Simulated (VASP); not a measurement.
# LiCl: density of states with PBE+D2

The system is LiCl.

```
Cl Li
1.0
     5.12954    0.00000    0.00000
     0.00000    5.12954    0.00000
     0.00000    0.00000    5.12954
Cl Li
4 4
Direct
  0.50000 0.00000 0.00000
  0.00000 0.50000 0.00000
  0.00000 0.00000 0.50000
  0.50000 0.50000 0.50000
  0.00000 0.00000 0.00000
  0.00000 0.50000 0.50000
  0.50000 0.00000 0.50000
  0.50000 0.50000 0.00000
```

* Program: VASP 6.6.1
* Task: density of states
* Functional: PBE
* Dispersion: D2
* Potentials or basis: VASP PAW PBE potentials, release 64 (Cl, Li_sv)
* Cutoff: 520 eV
* k mesh: 5 × 5 × 5
* Occupations: fermi-dirac, width 0.01 eV
* Spin: no spin polarisation
* k mesh for the DOS: 8 × 8 × 8
* Further INCAR settings: ALGO = Fast; EDIFF = 1e-07; NBANDS = 30

- Valence electrons inside the program's atomic spheres: Cl 5.18; Li 2.04
- Dispersion energy per atom: -0.262 eV

Levels at points of the mesh, in eV from the valence-band top:
| k point | band 18 | band 19 | band 20 | band 21 | band 22 | band 23 |
| --- | --- | --- | --- | --- | --- | --- |
| (0.00, 0.00, 0.00) | 0.00 | 0.00 | 0.00 | 6.34 | 7.88 | 7.88 |
| (0.50, 0.00, 0.00) | -0.59 | -0.59 | -0.59 | 8.55 | 8.55 | 9.55 |
| (0.50, 0.50, 0.00) | -0.28 | -0.28 | -0.28 | 8.18 | 8.18 | 8.18 |
| (0.50, 0.50, 0.50) | -0.26 | -0.26 | -0.26 | 6.76 | 6.76 | 6.76 |

States per cell in windows of 1 eV (zero at the valence-band top; states under -8 eV left out):
```
from (eV)  total  Cl1_p  Cl2_p  Cl3_p  Cl4_p  Cl1_s  Cl2_s
     -8.0   0.00   0.00   0.00   0.00   0.00   0.00   0.00
     -7.0   0.00   0.00   0.00   0.00   0.00   0.00   0.00
     -6.0   0.00   0.00   0.00   0.00   0.00   0.00   0.00
     -5.0   0.00   0.00   0.00   0.00   0.00   0.00   0.00
     -4.0   0.00   0.00   0.00   0.00   0.00   0.00   0.00
     -3.0   6.52   0.83   0.83   0.83   0.83   0.01   0.01
     -2.0   6.29   0.91   0.91   0.91   0.91   0.01   0.01
     -1.0  11.16   1.84   1.84   1.84   1.84   0.00   0.00
      0.0   0.00   0.00   0.00   0.00   0.00   0.00   0.00
      1.0   0.00   0.00   0.00   0.00   0.00   0.00   0.00
      2.0   0.00   0.00   0.00   0.00   0.00   0.00   0.00
      3.0   0.00   0.00   0.00   0.00   0.00   0.00   0.00
      4.0   0.00   0.00   0.00   0.00   0.00   0.00   0.00
      5.0   0.00   0.00   0.00   0.00   0.00   0.00   0.00
      6.0   0.18   0.00   0.00   0.00   0.00   0.01   0.01
      7.0   2.63   0.04   0.04   0.04   0.04   0.06   0.06
```

It took 2.5 min on 1 thread of AMD EPYC 9R45 (Zen 5), on a shared host, peak memory 0.24 GiB.
